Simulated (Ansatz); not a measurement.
**NaI: stiffness from a series of strains**

```xyz
2
Lattice="0.0000 3.2364 3.2364 3.2364 0.0000 3.2364 3.2364 3.2364 0.0000" Properties=species:S:1:pos:R:3 pbc="T T T"
Na    0.0000    0.0000    0.0000
I     3.2364    3.2364    3.2364
```

Atoms are numbered in the order listed.

The cell is COD entry 9008681, as deposited and not checked against the literature; nothing was relaxed.

No spin–orbit coupling, which matters for the heavy atoms here.

Computed with DFT, LDA, all-electron LAPW, scalar-relativistic in Ansatz 0.2.0.

Sampling and basis: a Γ-centred 8×8×8 k mesh, Fermi–Dirac smearing of 0.02 eV, basis error target 1 meV/atom, no spin polarisation.

The strain is applied along the Cartesian axes of the cell as listed (the other components stay zero). Fractional coordinates are held (clamped ions).

σ is the change of stress from the unstrained cell, which is at -1.64 GPa; tension is positive, so slopes are stress–strain coefficients at that pressure.

Only quantities that a quadratic follows smoothly over the whole series are listed; rougher ones are left out.

```
εxx = εyy  σzz (GPa)  σxx (GPa)
  -0.0200      -0.25      -0.74
  -0.0100      -0.12      -0.34
   0.0000       0.00       0.00
   0.0200       0.23       0.52
```

Question: Fit the series and read off the stiffness at zero strain.

Answer: Least-squares fits y = p0 + p1 x + p2 x² to the rows give σzz (GPa): p1 = 12, p2 = -27; σxx (GPa): p1 = 31.5, p2 = -280. So 2 C12 = 12 GPa and C11 + C12 = 31 GPa.

Question: One run, at εxx = εyy = 0.0100, is withheld. Predict its row.

Answer: The fits give 0.12, 0.29; the run gave 0.12, 0.29.
